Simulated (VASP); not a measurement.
## ZnSe in VASP 6.6.1, single-point calculation

INCAR

```
GGA = PE
ISMEAR = -1
SIGMA = 0.02
ISIF = 2
LREAL = .FALSE.
PREC = Accurate
LCHARG = .FALSE.
LASPH = .TRUE.
EDIFF = 1E-7
ENCUT = 520
NBANDS = 8
NELM = 79
LWAVE = .FALSE.
NSW = 0
IBRION = -1
```

KPOINTS

```
KPOINTS created by Atomic Simulation Environment
0
Gamma
8 8 8
0 0 0
```

POSCAR

```
Zn Se
 1.0000000000000000
     0.0000000000000000    2.8040964774999999    2.8658848607000000
     2.8040964774999999    0.0000000000000000    2.8658848607000000
     2.8040964774999999    2.8040964774999999    0.0000000000000000
 Zn  Se
   1   1
Cartesian
  0.0000000000000000  0.0000000000000000  0.0000000000000000
  1.4020482387500000  1.4020482387500000  1.4329424303500000
```

The recommended PBE PAW datasets give the neutral cell 18 valence electrons.

Command

```
mpirun -np 1 vasp_std
```

Task: How does this run end, and what does it give?

Result: VASP stopped before the first electronic step.

Standard output (part)

```
POSCAR found type information on POSCAR ZnSe
 POSCAR found :  2 types and       2 ions
 LDA part: xc-table for (Slater+PW92), standard interpolation
|     EEEEEEE  RRRRRR   RRRRRR   OOOOOOO  RRRRRR      ###     ###     ###     |
|     E        R     R  R     R  O     O  R     R     ###     ###     ###     |
|     E        R     R  R     R  O     O  R     R     ###     ###     ###     |
|     EEEEE    RRRRRR   RRRRRR   O     O  RRRRRR       #       #       #      |
|     E        R    R   R    R   O     O  R    R      ###     ###     ###     |
|     EEEEEEE  R     R  R     R  OOOOOOO  R     R     ###     ###     ###     |
|     The number of bands is not sufficient to hold all electrons. I am       |
|     sorry, but this calculation does not make sense. If you want to         |
|     calculate only selected states, you need to set either EFERMI or        |
|     EREF. EREF specifies around which energy states are supposed to be      |
|     calculated.                                                             |
|     I found NBANDS = 8, NELECT = 18.                                        |
|       ---->  I REFUSE TO CONTINUE WITH THIS SICK JOB ... BYE!!! <----       |
```

The fault: too few bands.
